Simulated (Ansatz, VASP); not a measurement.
Two plane-wave programs on Y

INCAR

```
PREC = Accurate
ENCUT = 520
EDIFF = 1E-6
ISMEAR = 0
SIGMA = 0.1
LREAL = False
LASPH = True
NELM = 100
ALGO = Normal
ISIF = 2
LWAVE = False
LCHARG = True
GGA = PE
LELF = True
LVHAR = True
NBANDS = 18
```

The input KPOINTS:

```
regular mesh
0
Gamma
  12 12 6
```

File POSCAR:

```
Y
1.0
    3.6514992371      0.0000000000      0.0000000000
   -1.8257496185      3.1622911012      0.0000000000
    0.0000000000      0.0000000000      5.7474000000
Y
2
Direct
    0.3333333333      0.6666666667      0.2500000000
    0.6666666667      0.3333333333      0.7578296273
```

Input for Ansatz:

```yaml
crystal:
  lattice:
    - [3.6514992371, 0.0, 0.0]
    - [-1.8257496185, 3.1622911012, 0.0]
    - [0.0, 0.0, 5.7474]
  atoms:
    - { symbol: "Y", position: [0.3333333333, 0.6666666667, 0.25] }
    - { symbol: "Y", position: [0.6666666667, 0.3333333333, 0.7578296273] }
basis:
  ecutwfc: 420
kpoints:
  mp_grid: { grid: [12, 12, 6] }
hamiltonian:
  xc: pbe
scf:
  occupations: { method: gaussian, width: 0.1 }
output:
  forces: true
  stress: true
  eigenvalues: true
  write_density: true
  write_potential: true
  elf: true
  volumetric_format: npy
```

Change from the starting cell: one atom moved.

Alike in both runs: task single point; functional PBE; k mesh 12 × 12 × 6; occupations gaussian, width 0.1 eV; no spin polarisation.

|  | VASP | Ansatz |
| --- | --- | --- |
| version | VASP 6.6.1 | Ansatz 0.2.0 |
| potentials or method | VASP PAW PBE potentials, release 64 (Y_sv) | scalar-relativistic, plane waves, PAW |
| plane-wave cutoff (eV) | 520 | 420 |
| valence electrons in the cell | 22 | 22 |

Ansatz gave:

```
gap on the k mesh at the Fermi level (eV)       : none
pressure (GPa)                                  : -0.4
largest component of the traceless stress (GPa) : 0.54
rms of the force components (eV/Å)              : 0.087
```

**Question.** What did VASP give for the same quantities?

**Answer.** gap on the k mesh at the Fermi level (eV): none; pressure (GPa): -0.5; largest component of the traceless stress (GPa): 0.53; rms of the force components (eV/Å): 0.087.

Atom by atom the forces differ by 0.000 eV/Å (rms over components). A gap of «none» marks a metal or a gap that the smearing closes.
